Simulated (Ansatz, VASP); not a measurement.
**One calculation of I, two programs**

INCAR

```
PREC     = Accurate       # precision mode
ENCUT    = 520            # plane-wave cutoff, eV
EDIFF    = 1E-7           # SCF threshold, eV
ISMEAR   = -1             # smearing method
SIGMA    = 0.05           # smearing width, eV
LREAL    = False          # projectors in reciprocal space
LASPH    = True           # aspherical terms in the spheres
NELM     = 80             # most SCF steps
ALGO     = Normal         # electronic algorithm
ISIF     = 2              # what is computed and relaxed
LWAVE    = False          # write WAVECAR
LCHARG   = False          # write CHGCAR
GGA      = PE             # functional
NBANDS   = 10             # bands
```

Contents of KPOINTS:

```
regular mesh
0
Gamma
  7 7 11
```

Contents of POSCAR:

```
I
1.0
    2.5383465792     -3.7066249365      0.0000000000
    2.5383465792      3.7066249365      0.0000000000
   -1.6208748370      0.0000000000      2.3810977968
I
1
Direct
    0.5000000000      0.5000000000      0.5000000000
```

input.yaml

```yaml
crystal:
  lattice:
    - [2.5383465792, -3.7066249365, 0.0]
    - [2.5383465792, 3.7066249365, 0.0]
    - [-1.620874837, 0.0, 2.3810977968]
  atoms:
    - { symbol: I, position: [0.5, 0.5, 0.5] }
hamiltonian:
  xc: pbe
  pseudopotentials: { kind: paw }
kpoints:
  mp_grid: { grid: [7, 7, 11] }
scf:
  occupations: { method: fermi_dirac, width: 0.05 }
output:
  forces: true
  stress: true
  eigenvalues: true
  write_density: true
  write_potential: true
  elf: true
  volumetric_format: npy
```

Alike in both runs: task single point; functional PBE; k mesh 7 × 7 × 11; occupations fermi-dirac, width 0.05 eV; no spin polarisation.

|  | VASP | Ansatz |
| --- | --- | --- |
| version | VASP 6.6.1 | Ansatz 0.2.0 |
| potentials or method | VASP PAW PBE potentials, release 64 (I) | Ansatz PAW |
| plane-wave cutoff (eV) | 520 | 420 |
| valence electrons in the cell | 7 | 17 |

|  | VASP | Ansatz | Ansatz less VASP |
| --- | --- | --- | --- |
| gap on the k mesh at the Fermi level (eV) | none | none | - |
| pressure (GPa) | 1.1 | 1.1 | +0.06 |
| largest component of the traceless stress (GPa) | 0.67 | 0.78 | +0.110 |

A gap of «none» marks a metal or a gap that the smearing closes. The functional is the same, so the differences come from potentials, cutoffs and numerics. The two sets of potentials don't hold the same shells in valence.

Caveats: an odd number of electrons without spin polarisation forces a metal; a magnetic or distorted state may lie lower. The runs have no spin-orbit coupling, so splittings on I are missing.
